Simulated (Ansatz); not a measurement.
**Bi2Te3: how strain makes field gradients**

```
CELL_PARAMETERS angstrom
2.19300 1.26613 10.16567
-2.19300 1.26613 10.16567
0.00000 -2.53226 10.16567
ATOMIC_POSITIONS crystal
Bi 0.40000 0.40000 0.40000
Bi 0.60000 0.60000 0.60000
Te 0.00000 0.00000 0.00000
Te 0.20950 0.20950 0.20950
Te 0.79050 0.79050 0.79050
```

Atoms are numbered in the order listed.

The cell is COD entry 9011962, as deposited and not checked against the literature; nothing was relaxed.

All numbers below come from DFT, PBE, all-electron PAW with datasets made for the crystal, scalar-relativistic in Ansatz 0.2.0.

Numerical set-up: a Γ-centred 7×7×7 k mesh, Fermi–Dirac smearing of 0.08 eV, cutoff 240 eV (chosen by the program for this cell), no spin polarisation.

The strain is applied along the Cartesian axes of the cell as listed (the other components stay zero). Fractional coordinates are held (clamped ions).

The columns are Cartesian components of the electric field gradient at the nuclei, in 10²¹ V/m².

No spin–orbit coupling: at heavy atoms the gradients can be off by tens of per cent for that reason.

Only quantities that a quadratic follows smoothly over the whole series are listed; rougher ones are left out.

```tsv
εzz	Vzz at Bi1	Vzz at Te3	Vzz at Te4
-0.0300	0.79	7.07	-1.10
-0.0100	1.84	8.93	0.23
0.0000	2.33	9.85	0.91
0.0100	2.80	10.76	1.61
0.0200	3.26	11.66	2.31
0.0300	3.71	12.56	3.03
```

**Question.** Fit the series and give the gradient–strain slopes.

**Answer.** Least-squares fits y = p0 + p1 x + p2 x² to the rows give Vzz at Bi1: p1 = 48.6, p2 = -88; Vzz at Te3: p1 = 91.5, p2 = -38; Vzz at Te4: p1 = 68.8, p2 = 58. The slopes p1 are in 10²¹ V/m² per unit strain, for clamped ions.

**Question.** One run, at εzz = -0.0200, is withheld. Predict its row.

**Answer.** The fits give 1.32, 8.00, -0.44; the run gave 1.33, 8.00, -0.44.
